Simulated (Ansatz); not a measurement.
# LaGaS3 (model cell, started as cubic perovskite with Ga in the octahedra): a soft mode frozen in, part 2 of 3

Wanted: the energy along a soft mode of LaGaS3 (model cell, started as cubic perovskite with Ga in the octahedra) and the structure at the end.

Ansatz 0.2.0; DFT PBEsol, scalar-relativistic, plane waves, PAW; PAW set soft_1.

So far, highest frequency on the path or at a solved wavevector (cm⁻¹): step 2 (response at finite wavevector) 431. Also lowest frequency on the path (cm⁻¹): step 2 -185.

The structure was built from a prototype and need not be the compound's stable phase.

## 3. The mode frozen in, largest atomic shift 0 Å

The mode followed lies at q = (0.25, -0.5, -0.5) with frequency 174.1i cm⁻¹, one of the unstable modes though not the softest. At small amplitude the distorted cell has space group no. 140 by a symmetry search on the positions. The undistorted cell that holds it gives the zero of energy on the same k mesh.

System of this step: LaGaS3 (model cell, started as cubic perovskite with Ga in the octahedra). Symmetry: Pm-3m, No. 221, cubic system. Conventional cell: a = 4.679 Å, b = 4.679 Å, c = 4.679 Å, α = 90.00°, β = 90.00°, γ = 90.00°. Nearest to La lie 12 S at 3.31 Å. Nearest to Ga lie 6 S at 2.34 Å. S has 2 Ga at 2.34 Å and 4 La at 3.31 Å nearest. S has 2 Ga at 2.34 Å and 4 La at 3.31 Å nearest. Farther neighbours and most contacts between anions are not listed.

input.yaml

```yaml
crystal:
  lattice:
    - [0.0, -4.6785878409, -4.6785878409]
    - [0.0, -4.6785878409, 4.6785878409]
    - [-9.3571756818, -4.6785878409, 0.0]
  atoms:
    - { symbol: La, position: [0.25, 0.25, 0.5] }
    - { symbol: La, position: [0.75, 0.75, 0.5] }
    - { symbol: La, position: [0.0, 0.0, 1.0] }
    - { symbol: La, position: [0.5, 0.5, 1.0] }
    - { symbol: Ga, position: [0.375, 0.875, 0.25] }
    - { symbol: Ga, position: [0.875, 0.375, 0.25] }
    - { symbol: Ga, position: [0.125, 0.625, 0.75] }
    - { symbol: Ga, position: [0.625, 0.125, 0.75] }
    - { symbol: S, position: [0.125, 0.125, 0.25] }
    - { symbol: S, position: [0.625, 0.625, 0.25] }
    - { symbol: S, position: [0.875, 0.875, 0.75] }
    - { symbol: S, position: [0.375, 0.375, 0.75] }
    - { symbol: S, position: [0.625, 0.125, 0.25] }
    - { symbol: S, position: [0.125, 0.625, 0.25] }
    - { symbol: S, position: [0.375, 0.875, 0.75] }
    - { symbol: S, position: [0.875, 0.375, 0.75] }
    - { symbol: S, position: [0.5, 0.0, 0.0] }
    - { symbol: S, position: [0.0, 0.5, 0.0] }
    - { symbol: S, position: [0.25, 0.75, 0.5] }
    - { symbol: S, position: [0.75, 0.25, 0.5] }
kpoints:
  mp_grid: { grid: [6, 6, 6] }
hamiltonian:
  xc: pbesol
  pseudopotentials: { kind: paw, azcp: { folder: soft_1 }, xc_functional: pbe }
scf:
  occupations: { method: methfessel_paxton, width: 0.2 }
output:
  forces: true
  stress: true
  eigenvalues: true
```

The run is started by

```bash
ansatz run input.yaml --threads 8 --pin off --max-ram 16384MiB --backend cpu --events-out ev --progress --plain --runs-dir out
```

Numbers of over 12 decimals in the logs are rounded to 6 here.

What it wrote:

```text
[...]
Crystal: 20 atoms, lattice volume = 409.642 Å³
Basis set: ecut = 420 eV, 8023 PW (Γ), exchange–correlation on 90×90×144 points (8 copies of the dense FFT grid, shifted against one another)
Bands: 104, of which v1, the nominal top of the filled ones, is band 84 counted from 1 (83 counted from 0)
Symmetry: 64 space group operations
[...]
k-points: 30 of 216
[...]
k-point 0: bands = [... 80 lower, 8.8070, 8.8922, 8.8922, 9.3459, 9.3459, 10.6302, 10.6309, 10.9621, ... 16 higher]
  k-point 1: bands = [... 80 lower, 8.8810, 8.8810, 8.9071, 9.3197, 9.3720, 10.6867, 10.7596, 10.9169, ... 16 higher]
  k-point 2: bands = [... 80 lower, 8.9342, 9.2532, 9.2532, 9.3006, 9.3911, 10.3883, 10.8250, 10.9722, ... 16 higher]
  k-point 29: bands = [... 80 lower, 8.4616, 8.7372, 8.8973, 9.1871, 10.9754, 11.0050, 11.0159, 11.0218, ... 16 higher]
[key lines of the parts left out:]
SCF converged after 9 iterations
Free energy (F): -50260.263950 eV
Fermi energy:    9.270719 eV
P = ⅓ Tr σ = 0.0117 GPa (0.117 kbar)
```

Run time: 13 s. Hardware: 8 threads of Arm Neoverse V1, shared host; peak memory 2.6 GiB.

This step gave:

```
pressure                         : 0.01172 GPa
energy from the undistorted cell : 0 meV/atom
```

The run ends at a pressure of 0.01 GPa.

## 4. The mode frozen in, largest atomic shift 0.6 Å

The atoms are moved along the unstable eigenvector, the largest shift by 0.6 Å, with the cell fixed.

input.yaml: that of step 3 with these lines changed.

```diff
@@ -14,10 +14,10 @@
     - { symbol: Ga, position: [0.625, 0.125, 0.75] }
-    - { symbol: S, position: [0.125, 0.125, 0.25] }
-    - { symbol: S, position: [0.625, 0.625, 0.25] }
-    - { symbol: S, position: [0.875, 0.875, 0.75] }
-    - { symbol: S, position: [0.375, 0.375, 0.75] }
-    - { symbol: S, position: [0.625, 0.125, 0.25] }
-    - { symbol: S, position: [0.125, 0.625, 0.25] }
-    - { symbol: S, position: [0.375, 0.875, 0.75] }
-    - { symbol: S, position: [0.875, 0.375, 0.75] }
+    - { symbol: S, position: [0.0608780875, 0.0608780875, 0.25] }
+    - { symbol: S, position: [0.6891219125, 0.6891219125, 0.25] }
+    - { symbol: S, position: [0.9391219125, 0.9391219125, 0.75] }
+    - { symbol: S, position: [0.3108780875, 0.3108780875, 0.75] }
+    - { symbol: S, position: [0.5608780875, 0.1891219125, 0.25] }
+    - { symbol: S, position: [0.1891219125, 0.5608780875, 0.25] }
+    - { symbol: S, position: [0.4391219125, 0.8108780875, 0.75] }
+    - { symbol: S, position: [0.8108780875, 0.4391219125, 0.75] }
     - { symbol: S, position: [0.5, 0.0, 0.0] }
```

What it wrote:

```text
[...]
Crystal: 20 atoms, lattice volume = 409.642 Å³
Basis set: ecut = 420 eV, 8023 PW (Γ), exchange–correlation on 90×90×144 points (8 copies of the dense FFT grid, shifted against one another)
Bands: 104, of which v1, the nominal top of the filled ones, is band 84 counted from 1 (83 counted from 0)
Symmetry: 16 space group operations
[...]
k-points: 30 of 216
[...]
k-point 0: bands = [... 80 lower, 8.5421, 8.6797, 8.8208, 8.8244, 8.8244, 10.7963, 11.4225, 11.4488, ... 16 higher]
  k-point 1: bands = [... 80 lower, 8.4536, 8.5718, 8.7905, 8.7905, 8.9771, 10.8825, 11.2187, 11.4479, ... 16 higher]
  k-point 2: bands = [... 80 lower, 8.6679, 8.6679, 8.7657, 8.7657, 9.3018, 10.5343, 11.0283, 11.4389, ... 16 higher]
  k-point 29: bands = [... 80 lower, 8.3113, 8.5435, 8.5522, 8.6649, 10.8854, 10.9223, 11.1272, 11.3114, ... 16 higher]
[key lines of the parts left out:]
SCF converged after 11 iterations
Free energy (F): -50262.567541 eV
Fermi energy:    8.862178 eV
P = ⅓ Tr σ = 0.8031 GPa (8.031 kbar)
```

Wall time 16 s (8 threads); peak memory 2.6 GiB.

This step gave:

```yaml
pressure: 0.8031 GPa
energy_from_the_undistorted_cell: -115.8 meV/atom
```

The energy, extrapolated to zero smearing, is -115.77 meV/atom against the undistorted cell.

The run ends at a pressure of 0.80 GPa, with forces up to 0.13 eV/Å.

## 5. Energy along the mode, all amplitudes (two of the runs are shown above)

An imaginary frequency means negative curvature, so the energy should fall and then rise again as anharmonic terms take over.

Numbers from this step:

| Quantity | Value |
| --- | --- |
| depth at the lowest point sampled | 115.8 meV/atom |
| largest atomic shift at that point | 0.6 Å |

The energy from the parent by largest atomic shift:

```
largest atomic shift (Å)  energy from the parent (meV/atom)
                   0.000                                  0
                   0.040                              -1.24
                   0.080                              -4.86
                   0.140                              -14.3
                   0.220                              -32.7
                   0.320                              -60.6
                   0.450                              -94.9
                   0.600                               -116
```

Displacement at unit largest shift by atom:

```
atom  x (Å)  y (Å)  z (Å)  size
 La1   0.00   0.00   0.00  0.00
 La2   0.00   0.00   0.00  0.00
 La3   0.00   0.00   0.00  0.00
 La4   0.00   0.00   0.00  0.00
 Ga5   0.00   0.00   0.00  0.00
 Ga6   0.00   0.00   0.00  0.00
 Ga7   0.00   0.00   0.00  0.00
 Ga8   0.00   0.00   0.00  0.00
  S9   0.00   1.00   0.00  1.00
 S10   0.00  -1.00   0.00  1.00
 S11   0.00  -1.00   0.00  1.00
 S12   0.00   1.00   0.00  1.00
 S13   0.00   0.00   1.00  1.00
 S14   0.00   0.00  -1.00  1.00
 S15   0.00   0.00  -1.00  1.00
 S16   0.00   0.00   1.00  1.00
 S17   0.00   0.00   0.00  0.00
 S18   0.00   0.00   0.00  0.00
 S19   0.00   0.00   0.00  0.00
 S20   0.00   0.00   0.00  0.00
```

The lowest of the steps tried is the last one, at 0.6 Å, 116 meV/atom below the parent; the bottom of the well need not coincide with a step.

(Part 2 of 3 ends here.)

[Logs are printed without paths, hosts, clocks, repeated set-up lines and the standing remarks that a program may print on its own settings, such as how far it seeks lower states.]

[Hosts, paths, dates, database ids (printed as entryN), source tags and the programs' standing remarks are cut or masked in the printed files.]
